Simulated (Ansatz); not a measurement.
# C4H6 (singlet): the correlation ladder, STO-3G

An exercise on one series of results from a longer session: the logs are not shown, and one member is left open.

Method: STO-3G, core rule «outside noble gas», up to 4 orbitals frozen; program: Ansatz 0.2.0, Gaussian basis.

The runs, in order: UHF; CCSD(T) on RHF; CCSD(T) on UHF; BCCD(T) on RHF; CISD; CCSDT(Q) on RHF; CCSDT(Q) on UHF; CISDTQ; CCSDTQ on RHF; CCSDTQ on UHF; CASSCF and MRCISD+Q, 8 electrons in 8 orbitals; CASSCF and NEVPT2, 8 electrons in 8 orbitals.

35 further runs of the same task are left out: 2 for a known fault of the program, 1 that didn't finish, 32 set aside as unsound or not needed.

## The system

The geometry is an MP2(full)/6-31G* stationary point (not a proven minimum).

10 atoms, charge 0, spin multiplicity 1.

Atoms are counted from 1 here; the program's logs count them from 0.

Bond lengths: C1–C2 1.346 Å, C1–C3 1.512 Å, C1–H5 1.087 Å, C2–C4 1.512 Å, C2–H6 1.087 Å, C3–C4 1.564 Å, C3–H7 1.095 Å, C3–H8 1.095 Å, C4–H9 1.095 Å, C4–H10 1.095 Å. Angles: C2–C1–C3 94.1°, C2–C1–H5 133.6°, C3–C1–H5 132.2°, C1–C2–C4 94.1°, C1–C2–H6 133.6°, C4–C2–H6 132.2°, C1–C3–C4 85.9°, C1–C3–H7 115.9°, C1–C3–H8 115.9°, C4–C3–H7 114.7°, C4–C3–H8 114.7°, H7–C3–H8 108.6°, C2–C4–C3 85.9°, C2–C4–H9 115.9°, C2–C4–H10 115.9°, C3–C4–H9 114.7°, C3–C4–H10 114.7°, H9–C4–H10 108.6°.

The first run:

The input, in.yaml:

```yaml
crystal:
  periodic: [false, false, false]
  atoms:
    - {symbol: C, position_ang: [0.000000, -0.672762, 0.785956]}
    - {symbol: C, position_ang: [0.000000, 0.672762, 0.785956]}
    - {symbol: C, position_ang: [0.000000, -0.781980, -0.721909]}
    - {symbol: C, position_ang: [0.000000, 0.781980, -0.721909]}
    - {symbol: H, position_ang: [0.000000, -1.422393, 1.572502]}
    - {symbol: H, position_ang: [0.000000, 1.422393, 1.572502]}
    - {symbol: H, position_ang: [-0.889310, -1.239242, -1.167852]}
    - {symbol: H, position_ang: [0.889310, -1.239242, -1.167852]}
    - {symbol: H, position_ang: [0.889310, 1.239242, -1.167852]}
    - {symbol: H, position_ang: [-0.889310, 1.239242, -1.167852]}
basis:
  gaussian: {orbitals: STO-3G}
magnetization: {spin_polarized: true, initial_magnetization: 0}
hamiltonian: {xc: hf}
output: {orbitals: {seedname: orbitals}}
```

Command:

```
$ ansatz run in.yaml --threads 1 --pin off --events-out ev --progress --plain --max-ram 4096MiB --backend cpu
```

Among the steps run: UHF; CCSD(T) on RHF; CCSD(T) on UHF; BCCD(T) on RHF; CISD; CCSDT(Q) on RHF; CCSDT(Q) on UHF; CISDTQ; CCSDTQ on RHF; CCSDTQ on UHF; CASSCF and MRCISD+Q, 8 electrons in 8 orbitals; CASSCF and NEVPT2, 8 electrons in 8 orbitals.

One of the session's tables, all rows but one given; the rest of the session is left out.

| method | from RCCSDTQ (meV) |
| --- | --- |
| RHF | +7952.3 |
| UHF | +7814.2 |
| RMP2 | +1806.3 |
| CISD | +1009.8 |
| RCCSD | +100.3 |
| RCCSD(T) | +34.0 |
| BCCD(T) | ? |
| RCCSDT | +22.2 |
| CISDTQ | +78.0 |
| RCCSDT(Q) | +2.0 |
| RCCSDTQ | 0 |
| CASSCF frontier | +4870.7 |
| MRCISD frontier | +388.0 |
| MRCISD+Q frontier | +7.7 |

Estimate the missing values for BCCD(T).

As computed: from RCCSDTQ (meV): +34.1. In the column «from RCCSDTQ (meV)» it lies between RCCSD(T) (+34.0) and CISDTQ (+78.0).

To keep in mind: Warnings in the runs' records: passed over end.
